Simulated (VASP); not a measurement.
HgTe (Coloradoite), 2 atoms in the cell. The structure is cubic, space group F-43m (No. 216). The conventional cell has a = 6.429 Å, b = 6.429 Å, c = 6.429 Å, α = 90.00°, β = 90.00°, γ = 90.00°. Around Hg (site symmetry -43m) lie 4 Te at 2.78 Å. Te (site symmetry -43m) is surrounded by 4 Hg at 2.78 Å. 

| Quantity | Value |
| --- | --- |
| Program | VASP 6.6.1 |
| Task | relaxation of cell and atoms |
| Functional | PBEsol |
| Potentials or basis | VASP PAW PBE potentials, release 64 (Hg, Te) |
| Cutoff | 600 eV |
| k mesh | 10 × 10 × 10 |
| Occupations | gaussian, width 0.03 eV |
| Spin | no spin polarisation |
| Further INCAR settings | ALGO = Normal; EDIFF = 1e-06; IBRION = 2; EDIFFG = -0.01; NSW = 90; ISIF = 3 |

Potentials or basis: VASP PAW PBE potentials, release 64 (Hg, Te).

Launch:

```bash
$ cat potpaw_PBE.64/Hg/POTCAR potpaw_PBE.64/Te/POTCAR > POTCAR
$ mpirun -np 1 vasp_std > vasp.out
```

Hardware: 1 thread of Intel(R) Xeon(R) 6975P-C (Granite Rapids), on a shared host.

Task: How long does it take, and how much memory?

Result: Run time: 41 s on 1 thread of Intel(R) Xeon(R) 6975P-C (Granite Rapids), with other jobs on the host, peak memory 0.24 GiB. Counts: scf iterations 30, k points 47, ion steps 3.
